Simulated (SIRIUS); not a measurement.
ZrC, 2 atoms in the cell. The typed cell holds 2 atoms: a = 3.345 Å, b = 3.345 Å, c = 3.345 Å, α = 60.00°, β = 60.00°, γ = 60.00°.  The cell isn't the ideal one: atoms moved at random.

| Item | Value |
| --- | --- |
| Program | SIRIUS 7.12.0 |
| Task | single point |
| Functional | BLYP |
| Potentials or basis | all-electron FP-LAPW (Koelling-Harmon valence) |
| Cutoff | 246 eV |
| Basis | apw+lo standard |
| k mesh | 8 × 8 × 8 |
| Occupations | gaussian, width 0.1 eV |
| Spin | collinear spin, ferromagnetic start |
| Starting moments | [0.5, 0.0] μB |
| Second variation | no |
| Muffin tin radii | C 1.6, Zr 2.54 bohr |
| Basis cutoff (gk_cutoff) | 4.25 1/bohr |
| Cutoff of density and potential (pw_cutoff) | 22 1/bohr |
| lmax of the basis | 12 |
| lmax of density and potential | 8 |
| Valence relativity | koelling_harmon |
| Core states | C 1s, Zr 1s2s2p3s3p3d |
| Local orbitals (radial functions) | C 10, Zr 13 |
| Reference energy of the basis | 0.36 Ha |
| Coordinate units | lattice |
| Smallest sphere radius times basis cutoff | 6.8 |
| Start of the SCF | LDA density |

Potentials or basis: all-electron FP-LAPW (Koelling-Harmon valence), apw+lo standard.

The run is started by

```bash
$ OMP_NUM_THREADS=1 sirius.scf --input=sirius_start.json --output=start.json
$ OMP_NUM_THREADS=1 sirius.scf --input=sirius.json --output=output.json --task=1
```

Hardware: 1 thread of Intel(R) Xeon(R) 6975P-C (Granite Rapids), with other jobs on the host.

Q: Estimate the wall time of this run.

A: Wall time 5.9 min on 1 thread of Intel(R) Xeon(R) 6975P-C (Granite Rapids), with other jobs on the host, peak memory 1.5 GiB. Counts: scf iterations 8, k points 260, plane waves 259, basis 338, bands 19.
